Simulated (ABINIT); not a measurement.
ZrB2:

```
CELL_PARAMETERS angstrom
3.17000 0.00000 0.00000
-1.58500 2.74530 0.00000
0.00000 0.00000 3.53300
ATOMIC_POSITIONS crystal
Zr 0.00000 0.00000 0.00000
B 0.66667 0.33333 0.50000
B 0.33333 0.66667 0.50000
```

Program: ABINIT 10.8.3 (patched build). Alike in all runs: no spin polarisation; cell as given; smearing fermi-dirac 0.05 eV. Hardware: 1 thread of Arm Neoverse V2 (shared host).

Problem. Order these runs on this cell by their wall time, lowest first.
A. task single point; level PBEsol; potentials or basis JTH PAW PBE v2.0; k mesh 4 × 4 × 3; cutoff (eV) 463; fine-grid cutoff 925.187 eV; mesh quality coarse
B. task band structure; level PBEsol; potentials or basis PseudoDojo NC SR PBEsol v0.4.1 standard; k mesh 10 × 10 × 8; cutoff (eV) 1034; mesh quality not flagged
C. task band structure; level WC; potentials or basis JTH PAW PBE v2.0; k mesh 10 × 10 × 8; cutoff (eV) 463; fine-grid cutoff 925.187 eV; mesh quality not flagged

Solution. A (9.3 s), C (27 s), B (99 s).

Caveats: some runs use coarse meshes.
